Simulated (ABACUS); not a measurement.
# NbAs (I4_1md) in ABACUS: notebook, part 2 of 2

ABACUS 3.10.1. Earlier steps stand in the parts before.

## 3. Relaxation of cell and atoms, PBE

Contents of run_abacus.py:

```python
"""ABACUS run from a structure file: ASE reads it, the script writes STRU, KPT and INPUT."""
import re
import subprocess
from ase.io import read
from ase.units import Bohr

atoms = read("NbAs.xyz")
atoms = atoms[(-atoms.numbers).argsort(kind="stable")]  # ABACUS lists atoms element by element
pseudo = {'Nb': 'Nb.upf', 'As': 'As.upf'}
orbital = {'Nb': 'Nb_confined-atom_7au_4s3p3d1f.orb', 'As': 'As_confined-atom_7au_3s3p3d1f.orb'}
magmoms = None
kmesh = [10, 10, 10]
params = {
    'suffix': 'NbAs',
    'calculation': 'cell-relax',
    'basis_type': 'lcao',
    'pseudo_dir': './',
    'orbital_dir': './',
    'symmetry': 1,
    'dft_functional': 'pbe',
    'ecutwfc': 100,
    'pseudo_rcut': 7,
    'nspin': 1,
    'nbands': 34,
    'ks_solver': 'genelpa',
    'smearing_method': 'fd',
    'smearing_sigma': 0.00367493,
    'scf_thr': 1e-07,
    'scf_nmax': 100,
    'mixing_type': 'broyden',
    'mixing_beta': 0.7,
    'cal_force': 1,
    'cal_stress': 1,
    'out_mul': 1,
    'relax_nmax': 60,
    'force_thr_ev': 0.02,
    'relax_method': 'cg',
    'out_stru': 1,
    'stress_thr': 0.5,
}

symbols = atoms.get_chemical_symbols()
elements = list(dict.fromkeys(symbols))
lines = ["ATOMIC_SPECIES"] + [f"{e} {atoms.get_masses()[symbols.index(e)]:.4f} {pseudo[e]}" for e in elements]
if orbital:
    lines += ["", "NUMERICAL_ORBITAL"] + [orbital[e] for e in elements]
lines += ["", "LATTICE_CONSTANT", f"{1 / Bohr:.10f}", "", "LATTICE_VECTORS"]
lines += [" ".join(f"{x:.10f}" for x in v) for v in atoms.cell]
lines += ["", "ATOMIC_POSITIONS", "Direct"]
for e in elements:
    lines += ["", e, "0.0", str(symbols.count(e))]
    for i, p in enumerate(atoms.get_scaled_positions(wrap=False)):
        if symbols[i] == e:
            mag = "" if magmoms is None else " mag " + " ".join(str(x) for x in (magmoms[i] if isinstance(magmoms[i], list) else [magmoms[i]]))
            lines.append(" ".join(f"{x:.10f}" for x in p) + " 1 1 1" + mag)
open("STRU", "w").write("\n".join(lines) + "\n")
open("KPT", "w").write("K_POINTS\n0\nGamma\n%d %d %d 0 0 0\n" % tuple(kmesh))
open("INPUT", "w").write("INPUT_PARAMETERS\n" + "".join(f"{k:<20s}{v}\n" for k, v in params.items()))

done = subprocess.run(['mpirun', '-np', '4', 'abacus'])
if done.returncode:
    raise SystemExit(done.returncode)
log = open("OUT.NbAs/running_cell-relax.log").read()
print("final energy (eV):", re.findall(r"FINAL_ETOT_IS (\S+)", log))
```

Contents of NbAs.xyz:

```xyz
4
Lattice="-1.7258500000 1.7258500000 5.8400000000 1.7258500000 -1.7258500000 5.8400000000 1.7258500000 1.7258500000 -5.8400000000" Properties=species:S:1:pos:R:3 pbc="T T T"
Nb     0.0000000000      1.7258500000      0.0000000000
Nb     0.0000000000      0.0000000000      8.7600000000
As     0.0000000000      1.7258500000      4.8588800000
As     0.0000000000      0.0000000000      1.9388800000
```

Potentials or basis: PseudoDojo NC SR 0.4.1 PBE standard, TZDP LCAO (the cutoffs set its grid).

On the command line:

```
$ OMP_NUM_THREADS=1 python run_abacus.py > log
```

running log:

```text
ABACUS v3.10.1

               Atomic-orbital Based Ab-initio Computation at UStc

 ------------------------------------------------------------------------------------

 READING GENERAL INFORMATION
                           global_out_dir = OUT.NbAs/
                           global_in_card = INPUT
                               pseudo_dir = ./
                              orbital_dir = ./
                                    DSIZE = 4
                                    GSIZE = 1

 READING UNITCELL INFORMATION
                                    ntype = 2
                  lattice constant (Bohr) = 1.88973
              lattice constant (Angstrom) = 1

 READING ATOM TYPE 1
                               atom label = Nb
                      L=0, number of zeta = 4
                      L=1, number of zeta = 3
                      L=2, number of zeta = 3
                      L=3, number of zeta = 1
             number of atom for this type = 2

 READING ATOM TYPE 2
                               atom label = As
                      L=0, number of zeta = 3
                      L=1, number of zeta = 3
                      L=2, number of zeta = 3
                      L=3, number of zeta = 1
             number of atom for this type = 2

                        TOTAL ATOM NUMBER = 4
DIRECT COORDINATES
    atom                   x                   y                   z     mag                  vx                  vy                  vz
taud_Nb1            0.5000000000        0.0000000000        0.5000000000  0.0000        0.0000000000        0.0000000000        0.0000000000
taud_Nb2            0.7500000000        0.7500000000        0.0000000000  0.0000        0.0000000000        0.0000000000        0.0000000000
taud_As1            0.9160000000        0.4160000000        0.5000000000  0.0000        0.0000000000        0.0000000000        0.0000000000
taud_As2            0.1660000000        0.1660000000        0.0000000000  0.0000        0.0000000000        0.0000000000        0.0000000000
[... 4 lines left out ...]
 Lattice vectors: (Cartesian coordinate: in unit of a_0)
             -1.72585            +1.72585               +5.84
             +1.72585            -1.72585               +5.84
             +1.72585            +1.72585               -5.84
 Reciprocal vectors: (Cartesian coordinate: in unit of 2 pi/a_0)
                   +0           +0.289712          +0.0856164
            +0.289712                  +0          +0.0856164
            +0.289712           +0.289712                  +0
 The esolver type has been set to : ksdft_lcao

                PAO radial cut off (Bohr) = 7

 Read in pseudopotential file is Nb.upf
                     pseudopotential type = NC
          exchange-correlation functional = PBE
                 nonlocal core correction = 1
                        valence electrons = 13
                                     lmax = 2
                           number of zeta = 4
                     number of projectors = 6
                           L of projector = 0
[... 5 lines left out ...]
                PAO radial cut off (Bohr) = 7

 Read in pseudopotential file is As.upf
                     pseudopotential type = NC
          exchange-correlation functional = PBE
                 nonlocal core correction = 1
                        valence electrons = 15
                                     lmax = 2
                           number of zeta = 3
[... 5 lines left out ...]
                           L of projector = 2
                           L of projector = 2
     initial pseudo atomic orbital number = 38

 SETUP THE ELECTRONS NUMBER
            electron number of element Nb = 13
      total electron number of element Nb = 26
            electron number of element As = 15
      total electron number of element As = 30
            AUTOSET number of electrons:  = 56
                           occupied bands = 28
                                   NLOCAL = 138
                                   NBANDS = 34
                                   NBANDS = 34
                                   NLOCAL = 138

%%%%%%%%%%%%%%%%%%%%%%%%%%%%%%%%%%%%%%%%%%%%%%%%%%%%%%%%%%%%%%%%%%%%%%%%%%%%%%%%%%%%%%%%%%%%%%%%%%%%%%%%%%
 Warning: the number of valence electrons in pseudopotential > 5 for Nb: [Kr] 4d4 5s1
 Warning: the number of valence electrons in pseudopotential > 5 for As: [Ar] 3d10 4s2 4p3
 Pseudopotentials with additional electrons can yield (more) accurate outcomes, but may be less efficient.
[... 55 lines left out ...]
                       LATTICE CONSTANT A = 3.4517
                                C/A RATIO = 3.38384
Original cell was already a primitive cell.
                        ROTATION MATRICES = 16
              PURE POINT GROUP OPERATIONS = 4
                   SPACE GROUP OPERATIONS = 8
                                       C2 = 1
                                       C3 = 0
                                       C4 = 0
                                       C6 = 0
                                       S1 = 2
                                       S3 = 0
                                       S4 = 0
                                       S6 = 0
                              POINT GROUP = C_2v
                                       C2 = 1
                                       C3 = 0
                                       C4 = 2
                                       C6 = 0
                                       S1 = 4
                                       S3 = 0
                                       S4 = 0
                                       S6 = 0
               POINT GROUP IN SPACE GROUP = C_4v

 SETUP K-POINTS
                                    nspin = 1
                   Input type of k points = Monkhorst-Pack(Gamma)
                                   nkstot = 1000
                       right hand lattice = 1
(for reciprocal lattice: )
                             BRAVAIS TYPE = 6
                     BRAVAIS LATTICE NAME = 06. Tetrogonal I (body-centered)
                                    ibrav = 6
                       right hand lattice = 1
(for k-lattice: )
                             BRAVAIS TYPE = 6
                     BRAVAIS LATTICE NAME = 06. Tetrogonal I (body-centered)
                                    ibrav = 6
                       right hand lattice = 1
                        ROTATION MATRICES = 16
                               nkstot_ibz = 102
K-POINTS REDUCTION ACCORDING TO SYMMETRY
     IBZ    DIRECT_X    DIRECT_Y    DIRECT_Z  WEIGHT  ibz2bz
       1  0.00000000  0.00000000  0.00000000  0.0010       0
       2 -0.10000000  0.00000000  0.10000000  0.0080       1
       3 -0.20000000  0.00000000  0.20000000  0.0080       2
       4 -0.30000000  0.00000000  0.30000000  0.0080       3
       5 -0.40000000  0.00000000  0.40000000  0.0080       4
       6  0.50000000  0.00000000  0.50000000  0.0040       5
[... 22 lines left out ...]
      29  0.50000000  0.40000000  0.10000000  0.0160      45
      30 -0.40000000  0.40000000  0.00000000  0.0040      46
[... 72 further k points ...]

                               nkstot now = 102
[... K-POINTS DIRECT COORDINATES: 102 rows ...]

           k-point number in this process = 102
       minimum distributed K point number = 102
[... stars of the k points ...]

[... K-POINTS CARTESIAN COORDINATES: 102 rows ...]

[... K-POINTS DIRECT COORDINATES: 102 rows ...]

 SETUP PLANE WAVES FOR WAVE FUNCTIONS
     energy cutoff for wavefunc (unit:Ry) = 100
              fft grid for wave functions = [ 80, 80, 80 ]
                    number of plane waves = 11781
                         number of sticks = 1049

 PARALLEL PW FOR WAVE FUNCTIONS
     PROC   COLUMNS(POT)             PW
        1            262           2945
        2            262           2945
        3            262           2945
        4            263           2946
 --------------- sum -------------------
        4           1049          11781

 SET NONLOCAL PSEUDOPOTENTIAL PROJECTORS
 SET NONLOCAL PSEUDOPOTENTIAL PROJECTORS
 max number of nonlocal projetors among all species is 6

 -------------------------------------------
 STEP OF RELAXATION : 1
 -------------------------------------------

 SETUP SEARCHING RADIUS FOR PROGRAM TO SEARCH ADJACENT ATOMS
                  longest orb rcut (Bohr) = 7
   longest nonlocal projector rcut (Bohr) = 1.82
                     search radius (Bohr) = 17.6
              searching radius is (Bohr)) = 17.6
         searching radius unit is (Bohr)) = 1.89
                         PeriodicBoundary = 1
                        Radius(unit:lat0) = 9.34
                                   glayer = [ 4, 4, 5 ]
                             glayer_minus = [ 3, 3, 4 ]

Find the coordinate range of the input atom(unit:lat0).
                                  min_tau = [ -17.3, -17.3, -58.4 ]
                                  max_tau = [ 17.3, 19, 67.2 ]
                                BoxNumber = [ 7, 7, 9 ]

 SETUP EXTENDED REAL SPACE GRID FOR GRID INTEGRATION
                          real space grid = [ 80, 80, 80 ]
                 big cell numbers in grid = [ 20, 20, 20 ]
             meshcell numbers in big cell = [ 4, 4, 4 ]
                        extended fft grid = [ 23, 23, 31 ]
                dimension of extened grid = [ 67, 67, 83 ]
                            UnitCellTotal = 125
              Atom number in sub-FFT-grid = 4
    Local orbitals number in sub-FFT-grid = 138
                                ParaV.nnr = 136883
                                 init_chg = atomic

 LCAO ALGORITHM --------------- ION=   1  ELEC=   1--------------------------------

 Density error is 0.0714694252529
----------------------------------------------------------
     Energy           Rydberg                 eV
----------------------------------------------------------
 E_KohnSham     -673.3832065933      -9161.8485471798
 E_Harris       -676.4738389269      -9203.8987573404
 E_Fermi        1.2919137353         17.5773881245
----------------------------------------------------------
[... 1184 lines left out ...]
 Largest gradient in stress is 0.384760 kbar.
 Threshold is 0.500000 kbar.

 Relaxation is converged!

 --------------------------------------------
 !FINAL_ETOT_IS -9164.7838120890428399 eV
 --------------------------------------------
```

Run time: 4.4 min. Hardware: 4 MPI ranks of Intel Xeon 6975P-C (Granite Rapids), shared host; peak memory 2 GiB.

What came out:

| Item | Value |
| --- | --- |
| Free energy | -9164.7838 eV |
| Relaxed volume | 17.78 Å³/atom |
| Relaxed cell | a = 6.378 Å, b = 6.378 Å, c = 6.378 Å, α = 148.37°, β = 148.37°, γ = 45.34° |
| Space group after relaxing (to 0.05 Å) | I4_1md (No. 109) |
| Energy gained by relaxing | 6.6 meV/atom |
| Ionic steps | 10 |
| Pressure after relaxing | 0.0 GPa |
| Mulliken charges | Nb +0.24, +0.42; As -0.34, -0.32 e |

Forces on the atoms (eV/Å):
```
Nb   0.000  0.000 -0.003
Nb   0.000  0.000 -0.003
As   0.000  0.000  0.003
As   0.000  0.000  0.003
```

Step by step:
| step | energy change (eV) | largest force (eV/Å) | pressure (GPa) | volume (Å³) |
| --- | --- | --- | --- | --- |
| 1 | 0.0000 | 0.3026 | 3.94 | 69.58 |
| 2 | 0.0335 | 0.0823 | -6.14 | 74.14 |
| 3 | -0.0244 | 0.1310 | -0.36 | 71.32 |
| 4 | -0.0244 | 0.1309 | -0.36 | 71.32 |
| 5 | -0.0261 | 0.0190 | 0.04 | 71.15 |
| 6 | -0.0262 | 0.0072 | -0.03 | 71.18 |
| 7 | -0.0263 | 0.0054 | 0.03 | 71.14 |
| 8 | -0.0263 | 0.0038 | 0.08 | 71.11 |
| 9 | -0.0263 | 0.0005 | -0.13 | 71.20 |
| 10 | -0.0263 | 0.0029 | 0.04 | 71.13 |

Final structure:
```yaml
crystal:
  lattice:
    - [-1.73818, 1.73818, 5.88573]
    - [1.73818, -1.73818, 5.88573]
    - [1.73818, 1.73818, -5.88573]
  atoms:
    - { symbol: Nb, position: [0.49894, 0.99894, 0.50000] }
    - { symbol: Nb, position: [0.74894, 0.74894, 0.00000] }
    - { symbol: As, position: [0.91707, 0.41707, 0.50000] }
    - { symbol: As, position: [0.16706, 0.16706, 0.00000] }
```

Caveat: the atomic orbitals were generated for these runs and aren't a published set; Mulliken charges move with the basis; the basis of atomic orbitals isn't converged, which shifts pressures, moduli and gaps.
